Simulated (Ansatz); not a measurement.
Write the native input for Ansatz 0.2.0 that does the following.

```yaml
Task: relaxation of cell and atoms
Functional: BLYP
Dispersion: D4
Potentials_or_basis: Ansatz PAW
Cutoff: "420 eV (not typed: the program's choice for these potentials)"
k_mesh: 9 × 9 × 2
Occupations: fermi-dirac, width 0.05 eV
Spin: no spin polarisation
```

The system is MoSe2.

```
Mo Se
1.0
     3.28800    0.00000    0.00000
    -1.64400    2.84749    0.00000
     0.00000    0.00000   12.90000
Mo Se
2 4
Direct
  0.66667 0.33333 0.75000
  0.33333 0.66667 0.25000
  0.66667 0.33333 0.37500
  0.33333 0.66667 0.87500
  0.66667 0.33333 0.12500
  0.33333 0.66667 0.62500
```

These files were run (other wordings do the same):

input.yaml

```yaml
crystal:
  lattice:
    - [3.288, 0.0, 0.0]
    - [-1.644, 2.8474915276, 0.0]
    - [0.0, 0.0, 12.9]
  atoms:
    - { symbol: Mo, position: [0.6666666667, 0.3333333333, 0.75] }
    - { symbol: Mo, position: [0.3333333333, 0.6666666667, 0.25] }
    - { symbol: Se, position: [0.6666666667, 0.3333333333, 0.375] }
    - { symbol: Se, position: [0.3333333333, 0.6666666667, 0.875] }
    - { symbol: Se, position: [0.6666666667, 0.3333333333, 0.125] }
    - { symbol: Se, position: [0.3333333333, 0.6666666667, 0.625] }
hamiltonian:
  xc: blyp
  pseudopotentials: { kind: paw }
  dispersion: d4
kpoints:
  mp_grid: { grid: [9, 9, 2] }
scf:
  occupations: { method: fermi_dirac, width: 0.05 }
output:
  forces: true
  stress: true
relax:
  f_tol: 0.01
  max_steps: 40
  cell: { stress_tol: 0.05 }
```

Potentials or basis: Ansatz PAW.

Command:

```bash
$ ansatz run input.yaml --threads 2 --pin off --max-ram 5632MiB --backend cpu --events-out ev --progress --plain --runs-dir out
```

It gave:

| Quantity | Value |
| --- | --- |
| Relaxed volume | 20.37 Å³/atom |
| Relaxed cell | a = 3.338 Å, b = 3.338 Å, c = 12.664 Å, α = 90.00°, β = 90.00°, γ = 120.00° |
| Space group after relaxing (to 0.05 Å) | P6_3/mmc (No. 194) |
| Energy gained by relaxing | 56.4 meV/atom |
| Ionic steps | 9 |
| Pressure after relaxing | 0.0 GPa |
| Band gap on the k mesh | 0.81 eV |

Caveat: odd divisions of the mesh miss points on the zone boundary, where band edges often lie, so the gap on the mesh can be too wide; the plane-wave basis is chosen anew once the cell has moved, so the energies of steps on either side of that aren't comparable; the PAW data sets come from PBE, with cores solved anew for the run's functional, which leaves a small shift of forces and pressure.

It took 85 s on 2 threads of Intel(R) Xeon(R) Processor @ 2.50GHz (Skylake/Cascade Lake), on a shared host, peak memory 0.52 GiB.
